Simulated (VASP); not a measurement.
# Tl (I4/mmm) in VASP: a series of runs

One crystal, Tl, is run at these levels: PBEsol; tasks: single point.

Everything below comes from runs of VASP 6.6.1. Logs are shortened: lines on timing, memory, paths and dates and some standing lists are left out, and cuts for length are marked.

### Step 1. The cell of the first run

The structure is tetragonal, space group I4/mmm (No. 139). The conventional cell has a = 3.424 Å, b = 3.424 Å, c = 4.309 Å, α = 90.00°, β = 90.00°, γ = 90.00°. Tl (site symmetry 4/mmm) is surrounded by 12 Tl at 3.24 to 3.42 Å.

This isn't the form of Tl at room conditions, which is hcp.

### Step 2. Single point, PBEsol (engineering shear strain xz +0.0000, normal strain along z -0.1100)

The input, INCAR:

```
SYSTEM = Tl
PREC = Accurate
ENCUT = 520
EDIFF = 1E-6
ISMEAR = 0
SIGMA = 0.15
LREAL = .False.
LASPH = .True.
NELM = 80
ALGO = Normal
ISIF = 2
LWAVE = .False.
LCHARG = .False.
GGA = PS
NBANDS = 12
```

The input, KPOINTS:

```
Automatic mesh
0
Gamma
  16 16 16
  0 0 0
```

The input, POSCAR:

```
Tl
1.0
    0.0000000000      2.4209731547      2.1546661077
    2.4209731547      0.0000000000      2.1546661077
    2.4209731547      2.4209731547      0.0000000000
Tl
1
Direct
    0.0000000000      0.0000000000      0.0000000000
```

Potentials or basis: VASP PAW PBE potentials, release 64 (Tl_d).

Started as:

```bash
$ cat potpaw_PBE.64/Tl_d/POTCAR > POTCAR
$ mpirun -np 1 vasp_std > vasp.out
```

OUTCAR:

```text
SYSTEM = Tl
   PREC = Accurate
   ENCUT = 520
   EDIFF = 1E-6
   ISMEAR = 0
   LREAL = .False.
   LASPH = .True.
   NELM = 80
   ISIF = 2
   GGA = PS

 ion  position               nearest neighbor table
   1  0.000  0.000  0.000-

  LATTYP: Found a body centered tetragonal cell.
 ALAT       =     3.4237730695
 C/A-ratio  =     1.2586500705

  Lattice vectors:

 A1 = (   0.0000000000,  -2.4209731547,  -2.1546661077)
 A2 = (   0.0000000000,   2.4209731547,  -2.1546661077)
 A3 = (   2.4209731547,   0.0000000000,   2.1546661077)

Analysis of symmetry for initial positions (statically):
=====================================================================
 Subroutine PRICEL returns:
 Original cell was already a primitive cell.

 Routine SETGRP: Setting up the symmetry group for a
 body centered tetragonal supercell.

 Subroutine GETGRP returns: Found 16 space group operations
 (whereof 16 operations were pure point group operations)
 out of a pool of 16 trial point group operations.

The static configuration has the point symmetry D_4h.

Analysis of symmetry for dynamics (positions and initial velocities):
=====================================================================
 Subroutine PRICEL returns:
 Original cell was already a primitive cell.

 Routine SETGRP: Setting up the symmetry group for a
 body centered tetragonal supercell.

 Subroutine GETGRP returns: Found 16 space group operations
 (whereof 16 operations were pure point group operations)
 out of a pool of 16 trial point group operations.

The dynamic configuration has the point symmetry D_4h.

 Subroutine INISYM returns: Found 16 space group operations
 (whereof 16 operations are pure point group operations),
 and found     1 'primitive' translations

----------------------------------------------------------------------------------------

                                     Primitive cell

  volume of cell :      25.2575

  direct lattice vectors                    reciprocal lattice vectors
     0.000000000  2.420973155  2.154666108    -0.206528519  0.206528519  0.232054516
     2.420973155  0.000000000  2.154666108     0.206528519 -0.206528519  0.232054516
     2.420973155  2.420973155  0.000000000     0.206528519  0.206528519 -0.232054516

  length of vectors
     3.240940766  3.240940766  3.423773070     0.373038009  0.373038009  0.373038009

[... 84 lines left out ...]
   ISIF   =      2    stress and relaxation
   ISYM   =      2    0-nonsym 1-usesym 2-fastsym
   POTIM  = 0.5000    time-step for ionic-motion
   TEBEG  =    0.0;   TEEND  =   0.0 temperature during run
   PSTRESS=    0.0 pullay stress
   NELECT =      13.0000    total number of electrons
   NUPDOWN=      -1.0000    fix difference up-down
   EMIN   =  10.00;   EMAX   =-10.00  energy-range for DOS
   EFERMI =   0.00;   METHOD = LEGACY
   ISMEAR =     0;   SIGMA  =   0.15  broadening in eV -4-tet -1-fermi 0-gaus
   EFERMI_NEDOS =   21; number of points for ismear=-14 and -15
   IALGO  =     38    algorithm
   IMIX   =      4    mixing-type and parameters
     AMIX     =   0.40;   BMIX     =  1.00
     AMIX_MAG =   1.60;   BMIX_MAG =  1.00
  volume/ion in A,a.u.               =      25.26       170.45
  Fermi-wavevector in a.u.,A,eV,Ry     =   1.311976  2.479276 23.419459  1.721282
  Thomas-Fermi vector in A             =   2.442401
   LORBIT       =      0    0 simple, 1 ext, 2 COOP (PROOUT), +10 PAW based schemes
   GGA     = PS    functional components
   LHFCALC =     F    Hartree Fock is set to
   AEXX    =    0.0000 exact exchange contribution
   IVDW    =     0    specifies the selected vdW correction
   LEPSILON=     F    determine dielectric tensor
   LRPA    =     F    only Hartree local field effects (RPA)
 non-spin polarized calculation
 Gauss-broadening in eV      SIGMA  =   0.15
  energy-cutoff  :      520.00
  volume of cell :       25.26
 maximum number of plane-waves:       701
   NGX = 11   NGY = 11   NGZ = 13

 number of electron      12.9999998 magnetization

 Free energy of the ion-electron system (eV)
  ---------------------------------------------------
  ext. energy  EPLUGINS =         0.00000000
  ---------------------------------------------------
  free energy    TOTEN  =        -2.56560301 eV

  energy without entropy =       -2.55986745  energy(sigma->0) =       -2.56273523

 E-fermi :   7.7373     XC(G=0): -11.0039

 val. band max:        7.7358704572   @ k =  -0.3125   0.3750   0.1250
 cond. band min:       7.7501628093   @ k =  -0.1250   0.3750   0.3125
 fundamental gap:      0.0142923521
 Fermi energy:         7.7373456966

 k-point     1 :       0.0000    0.0000    0.0000
  band No.  band energies     occupation
      1      -4.0613      2.00000
      2      -4.0613      2.00000
      3      -3.7664      2.00000
      4      -3.7497      2.00000
      5      -3.4660      2.00000
      6      -3.2052      2.00000
      7      19.0151      0.00000
      8      19.0752      0.00000
      9      19.2959      0.00000
     10      19.2959      0.00000
     11      23.6381      0.00000
     12      23.6441      0.00000
[... 331 lines left out ...]
 k-point    24 :      -0.0625    0.0625    0.0000
  band No.  band energies     occupation
      1      -4.0635      2.00000
      2      -4.0263      2.00000
      3      -3.7587      2.00000
      4      -3.7449      2.00000
      5      -3.4761      2.00000
      6      -2.9648      2.00000
      7      17.4989      0.00000
      8      17.8423      0.00000
      9      19.3284      0.00000
     10      19.4840      0.00000
     11      22.0733      0.00000
     12      22.6698      0.00000

 [... further k-points ...]

------------------------ aborting loop because EDIFF is reached ----------------------------------------

  FORCE on cell =-STRESS in cart. coord.  units (eV):
  Direction    XX          YY          ZZ          XY          YZ          ZX
  --------------------------------------------------------------------------------------
  -------------------------------------------------------------------------------------
  Total        0.9323322      0.9323322      0.9215717      0.0000000     -0.0000000      0.0000000
  in kB       59.1413649     59.1413649     58.4587870      0.0000000     -0.0000000      0.0000000
  external PRESSURE =      58.9138389 kB  Pullay stress =       0.0000000 kB

 VOLUME and BASIS-vectors are now :
 -----------------------------------------------------------------------------
  energy-cutoff  :      520.00
  volume of cell :       25.26
      direct lattice vectors                 reciprocal lattice vectors
     0.000000000  2.420973155  2.154666108    -0.206528519  0.206528519  0.232054516
     2.420973155  0.000000000  2.154666108     0.206528519 -0.206528519  0.232054516
     2.420973155  2.420973155  0.000000000     0.206528519  0.206528519 -0.232054516

 POSITION                                       TOTAL-FORCE (eV/Angst)
 -----------------------------------------------------------------------------------
      0.00000      0.00000      0.00000         0.000000      0.000000      0.000000
 -----------------------------------------------------------------------------------
    total drift:                               -0.000000     -0.000000      0.000000

  FREE ENERGIE OF THE ION-ELECTRON SYSTEM (eV)
  ---------------------------------------------------
  free  energy   TOTEN  =        -2.5656030123 eV

  energy  without entropy=       -2.5598674533  energy(sigma->0) =       -2.56273523
```

stdout:

```text
POSCAR found type information on POSCAR Tl
 POSCAR found :  1 types and       1 ions
 scaLAPACK will be used
 -----------------------------------------------------------------------------
|                                                                             |
|                                                                             |
|     You enforced a specific xc type in the INCAR file but a different       |
|     I HOPE YOU KNOW WHAT YOU ARE DOING!                                     |
|                                                                             |
 -----------------------------------------------------------------------------

 LDA part: xc-table for (Slater+PW92), standard interpolation
 POSCAR, INCAR and KPOINTS ok, starting setup
 FFT: planning ... GRIDC
 FFT: planning ... GRID_SOFT
 FFT: planning ... GRID
 WAVECAR not read
 entering main loop
```

Run time: 53 s. Hardware: 1 thread of Intel Xeon Platinum 8375C at 2.90GHz (Ice Lake), shared host; peak memory 0.22 GiB.

What came out:

* Free energy: -2.5656 eV
* Pressure: 5.9 GPa
* Band gap on the k mesh: none (metal or under the smearing width)

Caveat: the PAW data sets were made with another functional, which shifts forces and pressure a little. Spin-orbit coupling is left out, which matters for the levels of Tl.

[end of part 1 of 2]
